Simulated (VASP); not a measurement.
**PbF2 (Fluorocronite): equation of state with PBE**

Crystal: PbF2 (Fluorocronite).

```xyz
3
Lattice="0.0000 2.9637 2.9637 2.9637 0.0000 2.9637 2.9637 2.9637 0.0000" Properties=species:S:1:pos:R:3 pbc="T T T"
Pb    0.0000    0.0000    0.0000
F     4.4455    4.4455    4.4455
F     1.4818    1.4818    1.4818
```

```yaml
Program: VASP 6.6.1
Task: equation of state
Functional: PBE
Potentials_or_basis: VASP PAW PBE potentials, release 64 (Pb_d, F)
Cutoff: 520 eV
k_mesh: 8 × 8 × 8
Occupations: fermi-dirac, width 0.05 eV
Spin: no spin polarisation
Further_INCAR_settings: ALGO = Normal; EDIFF = 1e-07; NBANDS = 21
```

```json
{"Equilibrium volume": "18.03 Å³/atom", "Bulk modulus": "67 GPa", "Pressure derivative of the bulk modulus": "4.7 (rough: it moves with the points fitted)"}
```

Energy against volume, from the lowest point:
| volume (Å³/atom) | energy (meV/atom) |
| --- | --- |
| 16.313 | 41.14 |
| 16.660 | 25.13 |
| 17.007 | 13.49 |
| 17.354 | 5.70 |
| 17.701 | 1.31 |
| 18.048 | 0.00 |
| 18.395 | 1.53 |

All runs of the series together: 3 min on 1 thread of Intel(R) Xeon(R) Platinum 8488C (Sapphire Rapids), on a shared host.

The run has no spin-orbit coupling, so splittings on Pb are missing. PBE usually gives volumes a little too large and moduli too small.
